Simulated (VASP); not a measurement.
# BN (R3m) in VASP: further runs, part 2 of 2

VASP 6.6.1. The steps go on from the part before.

### 3 Single point, PBE

The input, INCAR:

```
SYSTEM = BN
PREC     = Accurate       ! precision mode
ENCUT    = 520            ! plane-wave cutoff, eV
EDIFF    = 1E-6           ! SCF threshold, eV
ISMEAR   = 0              ! smearing method
SIGMA    = 0.028999999999999998 ! smearing width, eV
LREAL    = .False.        ! projectors in reciprocal space
LASPH    = .True.         ! aspherical terms in the spheres
NELM     = 100            ! most SCF steps
ALGO     = Normal         ! electronic algorithm
ISIF     = 2              ! what is computed and relaxed
LWAVE    = .False.        ! write WAVECAR
LCHARG   = .False.        ! write CHGCAR
GGA      = PE             ! functional
NBANDS   = 11             ! bands
```

The input, KPOINTS:

```
Automatic mesh
0
Gamma
  12 12 12
  0 0 0
```

The input, POSCAR:

```
BN
1.0
    1.2511217832      0.7223354983      3.3729344033
   -1.2511217832      0.7223354983      3.3729344033
    0.0000000000     -1.4446709966      3.3729344033
N B
1 1
Direct
    0.6672382000      0.6672382000      0.6672382000
    0.0003288000      0.0003288000      0.0003288000
```

Potentials or basis: VASP PAW PBE potentials, release 64 (N, B).

On the command line:

```sh
$ cat potpaw_PBE.64/N/POTCAR potpaw_PBE.64/B/POTCAR > POTCAR
$ mpirun -np 1 vasp_std > vasp.out
```

OUTCAR:

```text
SYSTEM = BN
   PREC = Accurate
   ENCUT = 520
   EDIFF = 1E-6
   ISMEAR = 0
   LREAL = .False.
   LASPH = .True.
   NELM = 100
   ISIF = 2
   GGA = PE

 ion  position               nearest neighbor table
   1  0.667  0.667  0.667-   2 1.44   2 1.44   2 1.44
   2  0.000  0.000  0.000-   1 1.44   1 1.44   1 1.44

  LATTYP: Found a trigonal (rhomboedric) cell.
 ALAT       =     3.6692997666
 COS(alpha) =     0.7674786797

  Lattice vectors:

 A1 = (   1.2511217832,   0.7223354983,   3.3729344033)
 A2 = (  -1.2511217832,   0.7223354983,   3.3729344033)
 A3 = (   0.0000000000,  -1.4446709966,   3.3729344033)

Analysis of symmetry for initial positions (statically):
=====================================================================
 Subroutine PRICEL returns:
 Original cell was already a primitive cell.

 Routine SETGRP: Setting up the symmetry group for a
 trigonal (rhombohedral) supercell.

 Subroutine GETGRP returns: Found  6 space group operations
 (whereof  6 operations were pure point group operations)
 out of a pool of 12 trial point group operations.

The static configuration has the point symmetry C_3v.

Analysis of symmetry for dynamics (positions and initial velocities):
=====================================================================
 Subroutine PRICEL returns:
 Original cell was already a primitive cell.

 Routine SETGRP: Setting up the symmetry group for a
 trigonal (rhombohedral) supercell.

 Subroutine GETGRP returns: Found  6 space group operations
 (whereof  6 operations were pure point group operations)
 out of a pool of 12 trial point group operations.

The dynamic configuration has the point symmetry C_3v.

 Subroutine INISYM returns: Found  6 space group operations
 (whereof  6 operations are pure point group operations),
 and found     1 'primitive' translations

----------------------------------------------------------------------------------------

                                     Primitive cell

  volume of cell :      18.2893

  direct lattice vectors                    reciprocal lattice vectors
     1.251121783  0.722335498  3.372934403     0.399641351  0.230733042  0.098825916
    -1.251121783  0.722335498  3.372934403    -0.399641351  0.230733042  0.098825916
     0.000000000 -1.444670997  3.372934403     0.000000000 -0.461466083  0.098825916

  length of vectors
     3.669299767  3.669299767  3.669299767     0.471929558  0.471929558  0.471929558

  position of ions in fractional coordinates (direct lattice)
     0.667238200  0.667238200  0.667238200
     0.000328800  0.000328800  0.000328800

  ion indices of the primitive-cell ions
   primitive index   ion index
                 1           1
                 2           2

----------------------------------------------------------------------------------------

 KPOINTS: Automatic mesh

Automatic generation of k-mesh.
 Grid dimensions read from file:
 generate k-points for:   12   12   12

 Generating k-lattice:

  Cartesian coordinates                     Fractional coordinates (reciprocal lattice)
[... 22 lines left out ...]
  0.416667 -0.000000 -0.000000      6.000000
[... 16 lines left out ...]
  0.500000  0.166667 -0.000000     12.000000
 -0.416667  0.166667  0.000000     12.000000
 [... further k-points ...]
   k-points           NKPTS =    189   k-points in BZ     NKDIM =    189   number of bands    NBANDS=     11
   number of dos      NEDOS =    301   number of ions     NIONS =      2
   total plane-waves  NPLWV =  21952
   dimension x,y,z NGX =    28 NGY =   28 NGZ =   28
   dimension x,y,z NGXF=    56 NGYF=   56 NGZF=   56
   ions per type =               1   1
   NGX,Y,Z   is equivalent  to a cutoff of  12.69, 12.69, 12.69 a.u.
   NGXF,Y,Z  is equivalent  to a cutoff of  25.37, 25.37, 25.37 a.u.
 SYSTEM =  BN
   PREC   = accura    normal or accurate (medium, high low for compatibility)
   ISTART =      0    job   : 0-new  1-cont  2-samecut
   ICHARG =      2    charge: 1-file 2-atom 10-const
   ISPIN  =      1    spin polarized calculation?
   LNONCOLLINEAR =      F non collinear calculations
   LSORBIT =      F    spin-orbit coupling
   LASPH  =      T    aspherical Exc in radial PAW
   ENCUT  =  520.0 eV  38.22 Ry    6.18 a.u.   6.82  6.82  6.82*2*pi/ulx,y,z
   NELM   =    100;   NELMIN=  2; NELMDL= -5     # of ELM steps
   EDIFF  = 0.1E-05   stopping-criterion for ELM
   LREAL  =      F    real-space projection
   EDIFFG = 0.1E-04   stopping-criterion for IOM
   NSW    =      0    number of steps for IOM
   IBRION =     -1    ionic relax: 0-MD 1-quasi-New 2-CG
   NFREE  =      0    steps in history (QN), initial steepest desc. (CG)
   ISIF   =      2    stress and relaxation
   ISYM   =      2    0-nonsym 1-usesym 2-fastsym
   POTIM  = 0.5000    time-step for ionic-motion
   TEBEG  =    0.0;   TEEND  =   0.0 temperature during run
   PSTRESS=    0.0 pullay stress
   NELECT =       8.0000    total number of electrons
   NUPDOWN=      -1.0000    fix difference up-down
   EMIN   =  10.00;   EMAX   =-10.00  energy-range for DOS
   EFERMI =   0.00;   METHOD = LEGACY
   ISMEAR =     0;   SIGMA  =   0.03  broadening in eV -4-tet -1-fermi 0-gaus
   EFERMI_NEDOS =   21; number of points for ismear=-14 and -15
   IALGO  =     38    algorithm
   IMIX   =      4    mixing-type and parameters
     AMIX     =   0.40;   BMIX     =  1.00
     AMIX_MAG =   1.60;   BMIX_MAG =  1.00
  volume/ion in A,a.u.               =       9.14        61.71
  Fermi-wavevector in a.u.,A,eV,Ry     =   1.242717  2.348395 21.012099  1.544346
  Thomas-Fermi vector in A             =   2.377059
   LORBIT       =      0    0 simple, 1 ext, 2 COOP (PROOUT), +10 PAW based schemes
   GGA     = PE    functional components
   LHFCALC =     F    Hartree Fock is set to
   AEXX    =    0.0000 exact exchange contribution
   IVDW    =     0    specifies the selected vdW correction
   LEPSILON=     F    determine dielectric tensor
   LRPA    =     F    only Hartree local field effects (RPA)
 non-spin polarized calculation
 Gauss-broadening in eV      SIGMA  =   0.03
  energy-cutoff  :      520.00
  volume of cell :       18.29
 maximum number of plane-waves:       517
   NGX = 13   NGY = 13   NGZ = 13

 number of electron       8.0000000 magnetization

 Free energy of the ion-electron system (eV)
  ---------------------------------------------------
  ext. energy  EPLUGINS =         0.00000000
  ---------------------------------------------------
  free energy    TOTEN  =       -17.58097467 eV

  energy without entropy =      -17.58097467  energy(sigma->0) =      -17.58097467

 E-fermi :   2.3703     XC(G=0):  -9.9782

 val. band max:        2.1342578264   @ k =  -0.3333   0.3333   0.0000
 cond. band min:       6.4158274182   @ k =   0.5000   0.5000  -0.0000
 fundamental gap:      4.2815695918
 Fermi energy:         2.3702549169

 k-point     1 :       0.0000    0.0000    0.0000
  band No.  band energies     occupation
      1     -15.6428      2.00000
      2      -2.0453      2.00000
      3       0.8469      2.00000
      4       0.8469      2.00000
      5       7.3034      0.00000
      6      13.8149      0.00000
      7      13.8149      0.00000
      8      15.2773      0.00000
      9      16.8768      0.00000
     10      28.0520      0.00000
     11      30.0611      0.00000
[... 309 lines left out ...]
 k-point    24 :      -0.4167    0.1667    0.0000
  band No.  band energies     occupation
      1     -12.1994      2.00000
      2      -6.4611      2.00000
      3      -3.2794      2.00000
      4       1.8139      2.00000
      5       7.3107      0.00000
      6      13.6640      0.00000
      7      15.7179      0.00000
      8      16.5481      0.00000
      9      19.8664      0.00000
     10      23.0856      0.00000
     11      25.2838      0.00000

 [... further k-points ...]

------------------------ aborting loop because EDIFF is reached ----------------------------------------

  FORCE on cell =-STRESS in cart. coord.  units (eV):
  Direction    XX          YY          ZZ          XY          YZ          ZX
  --------------------------------------------------------------------------------------
  -------------------------------------------------------------------------------------
  Total        0.4944762      0.4944762      0.2540905      0.0000000      0.0000000      0.0000000
  in kB       43.3169875     43.3169875     22.2587754      0.0000000      0.0000000      0.0000000
  external PRESSURE =      36.2975835 kB  Pullay stress =       0.0000000 kB

 VOLUME and BASIS-vectors are now :
 -----------------------------------------------------------------------------
  energy-cutoff  :      520.00
  volume of cell :       18.29
      direct lattice vectors                 reciprocal lattice vectors
     1.251121783  0.722335498  3.372934403     0.399641351  0.230733042  0.098825916
    -1.251121783  0.722335498  3.372934403    -0.399641351  0.230733042  0.098825916
     0.000000000 -1.444670997  3.372934403     0.000000000 -0.461466083  0.098825916

 POSITION                                       TOTAL-FORCE (eV/Angst)
 -----------------------------------------------------------------------------------
      0.00000      0.00000      6.75165         0.000000      0.000000     -0.002997
      0.00000      0.00000      0.00333         0.000000     -0.000000      0.002997
 -----------------------------------------------------------------------------------
    total drift:                               -0.000000      0.000000      0.000069

  FREE ENERGIE OF THE ION-ELECTRON SYSTEM (eV)
  ---------------------------------------------------
  free  energy   TOTEN  =       -17.5809746690 eV

  energy  without entropy=      -17.5809746690  energy(sigma->0) =      -17.58097467
```

Run time: 48 s. Hardware: 1 thread of Intel Xeon Platinum 8259CL at 2.50GHz (Skylake/Cascade Lake), shared host; peak memory 0.17 GiB.

Results:

```
Free energy            : -17.5810 eV
Pressure               : 3.6 GPa
Band gap on the k mesh : 4.28 eV, indirect (least direct gap 4.70 eV)
```

Forces in eV/Å, atoms in the order of the input:
```
N    0.000  0.000 -0.003
B    0.000  0.000  0.003
```

### 4 For comparison

An earlier run on the cell as given: functional PBEsol; potentials or basis VASP PAW PBE potentials, release 64 (N, B); cutoff 520 eV; k mesh 12 × 12 × 12; occupations fermi-dirac, width 0.05 eV; no spin polarisation.

- Pressure: 1.0 GPa
- Band gap on the k mesh: 4.18 eV, indirect (least direct gap 4.63 eV)

### 5 The runs side by side

| level | smearing | ladder | gap on the mesh (eV) | pressure (GPa) |
| --- | --- | --- | --- | --- |
| PBE | gaussian 0.012 eV | - | 4.28 | 3.6 |
| PBE | gaussian 0.029 eV | - | 4.28 | 3.6 |
| PBEsol | fermi-dirac 0.05 eV | free | 4.18 | 1.0 |

Alike in all rows: task single point; potentials or basis VASP PAW PBE potentials, release 64 (N, B); no spin polarisation; cell as given; k mesh 12 × 12 × 12; cutoff (eV) 520.

On the cell as given the gap runs from 4.18 eV (PBEsol) to 4.28 eV (PBE). The pressure there spans 1.0 GPa (PBEsol) to 3.6 GPa (PBE); a positive pressure means that this level wants a larger cell, a negative one a smaller.

Caveats: the PAW data sets were made with another functional, which shifts forces and pressure a little (some runs).

Absolute energies hang on the potentials; compare differences alone.
